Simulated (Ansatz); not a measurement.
Method: DFT PBE, scalar-relativistic, plane waves, PAW in Ansatz 0.2.0. Settings: cutoff 420 eV, Γ-centred meshes spaced at most about 0.3 Å⁻¹, and about 0.25 Å⁻¹ or finer for metals (2π included), Gaussian smearing. No spin polarisation.

These are static total energies at zero pressure.

Two relaxed structures of MoS:

A.

```xyz
2
Lattice="3.0048 0.0000 0.0000 0.0000 3.0048 0.0000 0.0000 0.0000 3.0048" Properties=species:S:1:pos:R:3 pbc="T T T"
Mo    0.0000    0.0000    0.0000
S     1.5024    1.5024    1.5024
```

B.

```xyz
4
Lattice="3.2322 0.0000 0.0000 -1.6161 2.7992 0.0000 0.0000 0.0000 6.4560" Properties=species:S:1:pos:R:3 pbc="T T T"
Mo    0.0000    0.0000    0.0000
Mo    0.0000    0.0000    3.2280
S     0.0000    1.8661    1.6140
S     1.6161    0.9331    4.8420
```

Question: Which would you expect to be lower, and how large is the difference?

Answer: B is lower, by 174 meV/atom. A has the caesium chloride type, space group Pm-3m (No. 221), 13.6 Å³/atom and no gap on its mesh; B has space group P6_3/mmc (No. 194), 14.6 Å³/atom and no gap. Counting S atoms around Mo (those within 1.25 times the shortest such distance or 1.15 times the sum of covalent radii, 1.27 where that leaves under three), A has Mo 8 and B has Mo 6. The lower one is the more open, so pressure narrows the difference. Both come from invented guesses. The lowest form computed isn't among them: it has space group P2_13 (No. 198), 15.3 Å³/atom and lies 22 meV/atom below the best shown.

Cells relaxed within their symmetry can be saddle points. Some candidate types were left out of the draw beforehand, so a known form may be missing.
